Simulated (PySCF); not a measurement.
Isomers of C6H15N.

All values: PBE0/def2-SVPD (PySCF) at PBE0-D3(BJ)/def2-SVP geometries, gas phase, one conformer each. Core orbitals are frozen in the response; Δα² is half the sum of the squared differences of the principal polarisabilities.

Problem. Rank by dipole moment, highest first.
A. `[CH3:1][CH2:2][CH2:3][NH:4][CH2:5][CH2:6][CH3:7]` with C1–C2–C3–N4 178°, C2–C3–N4–C5 180°, C3–N4–C5–C6 180°, N4–C5–C6–C7 -178° (di-propylamine)
B. `[CH3:1][CH:2]([CH3:3])[C@H:4]([CH3:5])[CH2:6][NH2:7]` with C1–C2–C4–C5 -71°, C2–C4–C6–N7 -57°, C4–C6–N7–H -70° and 172°
C. `[CH3:1][CH2:2][N:3]([CH3:4])[CH:5]([CH3:6])[CH3:7]` with C1–C2–N3–C4 75°, C2–N3–C5–C6 71°

Solution. B (1.32 D), A (0.77 D), C (0.52 D).

Problem. Rank by HOMO–LUMO gap, lowest first.
A. `[CH3:1][C:2]([CH3:3])([CH3:4])[CH2:5][CH2:6][NH2:7]` with C2–C5–C6–N7 180°, C5–C6–N7–H -58° and 58° (3,3-dimethylbutylamine)
B. `[CH3:1][CH2:2][CH2:3][CH2:4][NH:5][CH2:6][CH3:7]` with C1–C2–C3–C4 -178°, C2–C3–C4–N5 179°, C3–C4–N5–C6 68°, C4–N5–C6–C7 176°
C. `[CH3:1][CH:2]([CH3:3])[C@H:4]([CH3:5])[CH2:6][NH2:7]` with C1–C2–C4–C5 -71°, C2–C4–C6–N7 -57°, C4–C6–N7–H -70° and 172°
D. `[CH3:1][CH2:2][N:3]([CH2:4][CH3:5])[CH2:6][CH3:7]` with C1–C2–N3–C4 69°, C2–N3–C4–C5 150°, C2–N3–C6–C7 -60° (triethylamine)
E. `[CH3:1][CH2:2][CH2:3][NH:4][CH2:5][CH2:6][CH3:7]` with C1–C2–C3–N4 178°, C2–C3–N4–C5 180°, C3–N4–C5–C6 180°, N4–C5–C6–C7 -178°

Solution. D (6.61 eV), B (7.00 eV), E (7.15 eV), A (7.38 eV), C (7.54 eV).

Problem. Rank by polarisability anisotropy Δα, lowest first.
A. `[CH3:1][CH2:2][CH2:3][CH2:4][NH:5][CH2:6][CH3:7]` with C1–C2–C3–C4 -178°, C2–C3–C4–N5 179°, C3–C4–N5–C6 68°, C4–N5–C6–C7 176° (ethylbutylamine)
B. `[CH3:1][CH2:2][CH2:3][NH:4][CH2:5][CH2:6][CH3:7]` with C1–C2–C3–N4 178°, C2–C3–N4–C5 180°, C3–N4–C5–C6 180°, N4–C5–C6–C7 -178° (di-propylamine)
C. `[CH3:1][CH:2]([CH3:3])[C@H:4]([CH3:5])[CH2:6][NH2:7]` with C1–C2–C4–C5 -71°, C2–C4–C6–N7 -57°, C4–C6–N7–H -70° and 172°
D. `[CH3:1][CH2:2][N:3]([CH3:4])[CH:5]([CH3:6])[CH3:7]` with C1–C2–N3–C4 75°, C2–N3–C5–C6 71°
E. `[CH3:1][NH:2][CH2:3][C:4]([CH3:5])([CH3:6])[CH3:7]` with C1–N2–C3–C4 174°

Solution. C (1.37 Å³), D (1.82 Å³), E (2.12 Å³), A (3.92 Å³), B (4.41 Å³).

All values together:

```
         SMILES  μ (D)  HOMO (eV)  LUMO (eV)  α (Å³)  Δα (Å³)  ΔSCF removal energy (eV)
CC(C)[C@H](C)CN   1.32      -6.83       0.71   12.47     1.37                         –
        CCCNCCC   0.77      -6.34       0.80   12.88     4.41                      8.40
    CC(C)(C)CCN   1.37      -6.80       0.57   12.54     1.91                         –
        CCCCNCC   0.92      -6.21       0.79   12.77     3.92                         –
    CNCC(C)(C)C   0.83      -6.36       0.63   12.68     2.12                         –
      CCN(CC)CC   0.51      -5.88       0.73   12.66     2.06                      7.73
    CCN(C)C(C)C   0.52      -5.89       0.72   12.63     1.82                         –
```

Conformers: `[CH3:1][CH:2]([CH3:3])[C@H:4]([CH3:5])[CH2:6][NH2:7]` with C1–C2–C4–C5 -71°, C2–C4–C6–N7 -57°, C4–C6–N7–H -70° and 172°; `[CH3:1][CH2:2][CH2:3][NH:4][CH2:5][CH2:6][CH3:7]` with C1–C2–C3–N4 178°, C2–C3–N4–C5 180°, C3–N4–C5–C6 180°, N4–C5–C6–C7 -178°; `[CH3:1][C:2]([CH3:3])([CH3:4])[CH2:5][CH2:6][NH2:7]` with C2–C5–C6–N7 180°, C5–C6–N7–H -58° and 58°; `[CH3:1][CH2:2][CH2:3][CH2:4][NH:5][CH2:6][CH3:7]` with C1–C2–C3–C4 -178°, C2–C3–C4–N5 179°, C3–C4–N5–C6 68°, C4–N5–C6–C7 176°; `[CH3:1][NH:2][CH2:3][C:4]([CH3:5])([CH3:6])[CH3:7]` with C1–N2–C3–C4 174°; `[CH3:1][CH2:2][N:3]([CH2:4][CH3:5])[CH2:6][CH3:7]` with C1–C2–N3–C4 69°, C2–N3–C4–C5 150°, C2–N3–C6–C7 -60°; `[CH3:1][CH2:2][N:3]([CH3:4])[CH:5]([CH3:6])[CH3:7]` with C1–C2–N3–C4 75°, C2–N3–C5–C6 71°.

A dash marks a removal energy that wasn't run or isn't settled.
